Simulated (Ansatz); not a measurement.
## SiO$_{2}$: energy along a strain

SiO$_{2}$, Cmcm, a = 7.531 Å, b = 16.257 Å, c = 5.251 Å. This isn't the usual stable structure of the compound. Ansatz: PBEsol, PAW, 420 eV, Γ-centred 4×4×4 mesh on 18 atoms, Gaussian smearing 0.05 eV; no spin polarisation. Cell vectors (Å): 3.765 -8.128 0.000; 3.765 8.128 0.000; 0.000 0.000 5.251. The cell is strained by x per cent times the pattern (1 0 0 0 0 0) in the order xx yy zz yz xz xy (engineering shears), with fractional coordinates held. y is the free energy over the start, V0 = 17.859 Å³/atom. Points with a strain past 8.5 % were computed too (5) and aren't used here.

| x (%) | y (meV/atom) |
| --- | --- |
| -7.50 | 114.86 |
| -3.75 | ? |
| 0.00 | 0.00 |
| 3.75 | 22.20 |
| 7.50 | 81.96 |

Q: Fit y = c2 x² + c3 x³ to the other rows, get the stiffness along the pattern, and predict the missing energy.

A: Least squares on the rows shown. y = 1.7488 x² − 0.039042 x³. The clamped-ion stiffness p·C·p = 2 × 17.49 eV × 160.2 / 17.859 Å³ = 314 GPa, which is C11 in these axes. At x = -3.75 the fit asked for gives 26.65 meV/atom. The run gave 26.32 meV/atom, so the fit is 0.33 meV/atom too high, within twice the rms miss on the fitted rows (0.20 meV/atom).

Cost: 10 runs of about 5.6 core-minutes in all, on Arm Neoverse V2 (shared hosts).